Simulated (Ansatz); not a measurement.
**Property card for GaP**

Method: DFT r2SCAN, scalar-relativistic, plane waves, PAW in Ansatz.

Cutoff 500 eV; k points 9×9×9 on the computed 4-atom cell (Γ-centred); Gaussian smearing, width 0.02 eV; no spin polarisation.

The structure is relaxed at this level of theory with its symmetry kept. This form isn't the usual stable structure of the compound.

```yaml
crystal:
  lattice:
    - [1.92075, 1.10895, 6.37277]
    - [-1.92075, 1.10895, 6.37277]
    - [0.00000, -2.21789, 6.37277]
  atoms:
    - { symbol: Ga, position: [0.43577, 0.43577, 0.43577] }
    - { symbol: Ga, position: [0.56423, 0.56423, 0.56423] }
    - { symbol: P, position: [0.05767, 0.05767, 0.05767] }
    - { symbol: P, position: [0.94233, 0.94233, 0.94233] }
```

```json
{"Space group": "R-3m (No. 166)", "Volume per atom": "20.36 Å³", "Formation energy from the elements' standard states (uncorrected)": "-0.375 eV/atom", "Generalised Kohn–Sham band gap": "1.02 eV, indirect from Γ to F", "Löwdin character of the top 1 eV of the valence band": "P 3p 55 %, Ga 4p 39 %", "Löwdin character of the lowest 1 eV of the conduction band": "Ga 4p 32 %, P 3p 27 %, P 3s 22 %, Ga 4s 10 %, unprojected 9 %", "Electron masses at the edge by Cartesian direction of the standard setting (m_e; degenerate bands sorted by energy; no spin-orbit coupling)": "x: 0.28; y: 0.34; z: 0.25", "Hole masses at the edge by Cartesian direction of the standard setting (m_e; degenerate bands sorted by energy; no spin-orbit coupling)": "x: 0.49, 0.099; y: 0.49, 0.10; z: 1.3, 1.3", "Bulk modulus": "80 GPa", "Its pressure derivative": "4.5", "Bader charges (e)": "Ga (2 in the cell) 0.63, P (2 in the cell) -0.63"}
```